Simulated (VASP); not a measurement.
```xyz
2
Lattice="0.0000 3.0091 3.0091 3.0091 0.0000 3.0091 3.0091 3.0091 0.0000" Properties=species:S:1:pos:R:3 pbc="T T T"
Na     0.0000     0.0000     0.0000
Br     3.0091     3.0091     3.0091
```

Calculation: PBE GGA, VASP's PBE PAW potentials (set 64) (plane waves; VASP 6.6.1). Run with 400 eV cut-off, 10×10×10 Γ-centred mesh, Gaussian smearing of 0.010 eV, potentials Na_pv Br.

The job: NaBr (rock salt), 2 atoms, PBE, optics run with many empty bands, 400 eV, 10×10×10 Γ-centred mesh. Roughly how much core time does it take on a busy server core?

About 2 core-minutes (one run on a shared machine, a rough figure). It had 47 irreducible k-points, 33 bands, up to 999 plane waves and 13 electronic steps.

The compound is NaBr in the rock salt structure. It was relaxed first.
